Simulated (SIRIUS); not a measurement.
# Sn in SIRIUS: convergence with wave cutoff

Input of the first run (wave cutoff 347 eV); the others differ in this setting and in those tied to it:

sirius.json

```json
{
  "control": {
    "processing_unit": "cpu",
    "verbosity": 2,
    "num_bands_to_print": 32,
    "print_forces": true,
    "print_stress": true
  },
  "parameters": {
    "electronic_structure_method": "pseudopotential",
    "xc_functionals": ["XC_GGA_X_PBE", "XC_GGA_C_PBE"],
    "gk_cutoff": 5.05,
    "pw_cutoff": 10.1,
    "ngridk": [4, 4, 4],
    "shiftk": [0, 0, 0],
    "smearing": "cold",
    "smearing_width": 0.0018374661,
    "num_bands": 32,
    "num_mag_dims": 0,
    "num_dft_iter": 100,
    "energy_tol": 1e-08,
    "density_tol": 1e-06
  },
  "iterative_solver": {
    "type": "davidson",
    "min_tolerance": 1e-10
  },
  "mixer": {
    "type": "anderson",
    "beta": 0.7,
    "max_history": 8
  },
  "settings": {
    "tol_ne": 1e-10
  },
  "unit_cell": {
    "lattice_vectors": [
      [0.0, 6.110132359031, 6.110132359031],
      [6.110132359031, 0.0, 6.110132359031],
      [6.110132359031, 6.110132359031, 0.0]
    ],
    "atom_coordinate_units": "lattice",
    "atom_types": ["Sn"],
    "atom_files": {
      "Sn": "Sn.json"
    },
    "atoms": {
      "Sn": [
        [0.75, 0.75, 0.75],
        [0.5, 0.5, 0.5]
      ]
    }
  }
}
```

Potentials or basis: PseudoDojo 0.4 PBE stringent (scalar relativistic).

The run is started by

```bash
$ upf_to_json Sn.upf
$ OMP_NUM_THREADS=1 sirius.scf --input=sirius.json --output=out.json --task=0
```

This isn't the form of Sn at room conditions, which is tetragonal (white tin).

Hardware: 1 thread of Arm Neoverse V2, on a shared host.

| wave cutoff | energy less the tightest run (meV/atom) | pressure (GPa) | SCF cycles | CPU time (s) | peak memory (GiB) |
| --- | --- | --- | --- | --- | --- |
| 347 eV | 172341.86 | -1425.50 | 13 | 7.1 | 0.17 |
| 499.7 eV | 53279.24 | -658.91 | 17 | 12 | 0.19 |
| 680.1 eV | 11946.89 | -227.18 | 15 | 20 | 0.23 |
| 888.3 eV | 1460.67 | -41.92 | 12 | 20 | 0.26 |
| 1124.2 eV | 61.61 | 1.13 | 13 | 33 | 0.32 |
| 1387.9 eV | 1.38 | 4.66 | 12 | 41 | 0.38 |
| 1833.9 eV | 0.48 | 4.67 | 13 | 73 | 0.52 |
| 2345.6 eV | 0.00 | 4.67 | 13 | 95 | 0.65 |

Against the tightest run, the energy stays within 1 meV/atom from 1833.9 eV on; the pressure stays within 0.1 GPa from 1387.9 eV on. The tightest run that finished is the yardstick and may itself not be fully converged.

Caveat, for the tightest run too: the k mesh is coarse (spacing up to 0.42 Å⁻¹), so the values aren't converged.
